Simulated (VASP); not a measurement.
LiH:

```xyz
10
Lattice="2.8125 0.0000 0.0000 -1.4063 2.4357 0.0000 0.0000 0.0000 11.8418" Properties=species:S:1:pos:R:3 pbc="T T T"
Li    0.0000    0.0000    9.3903
Li    0.0000    0.0000    0.0000
Li    0.0000    0.0000    2.4515
Li    0.0000    1.6238    4.7640
Li    1.4063    0.8119    7.0778
H     0.0000    1.6238    8.2349
H     1.4063    0.8119   10.6171
H     0.0000    1.6238    1.2247
H     1.4063    0.8119    3.6069
H     0.0000    0.0000    5.9209
```

The cell was built by a generator and needn't be a form met in nature.

- Program: VASP 6.6.1
- Task: single point
- Functional: PBE
- Potentials or basis: VASP PAW PBE potentials, release 64 (Li_sv, H)
- Cutoff: 520 eV
- k mesh: 11 × 11 × 3
- Occupations: fermi-dirac, width 0.05 eV
- Spin: no spin polarisation

On this cell: largest force under 0.003 eV/Å; band gap on the k mesh 3.59 eV, indirect (least direct gap 3.65 eV).

The same run follows on a disturbed copy (atoms moved at random, drawn with an rms of 0.05 Å):

```
Li H
1.0
     2.81255    0.00000    0.00000
    -1.40627    2.43574    0.00000
     0.00000    0.00000   11.84181
Li H
5 5
Direct
  0.00998 0.02094 0.79139
  0.98146 0.99449 0.00174
  0.97966 0.98761 0.20397
  0.32065 0.67695 0.40500
  0.66191 0.33277 0.59760
  0.34063 0.66167 0.69723
  0.65992 0.32384 0.89440
  0.34702 0.66017 0.10433
  0.68391 0.33493 0.30685
  0.99584 0.00851 0.50026
```

Q: What does the disturbed cell give?

A: The energy moves by +3.2 meV/atom; largest force 0.334 eV/Å; band gap on the k mesh 3.55 eV, indirect (least direct gap 3.66 eV).

Forces in eV/Å, atoms in the order of the input:
```
Li   0.021 -0.083  0.110
Li   0.061 -0.007 -0.255
Li   0.094  0.032  0.319
Li   0.078 -0.019 -0.156
Li   0.008  0.022  0.044
H   -0.059  0.064 -0.114
H    0.000  0.042  0.130
H   -0.113 -0.018 -0.052
H   -0.114 -0.008 -0.099
H    0.024 -0.025  0.073
```

Caveats: an odd mesh through Γ misses points on the zone boundary, where band edges often lie.
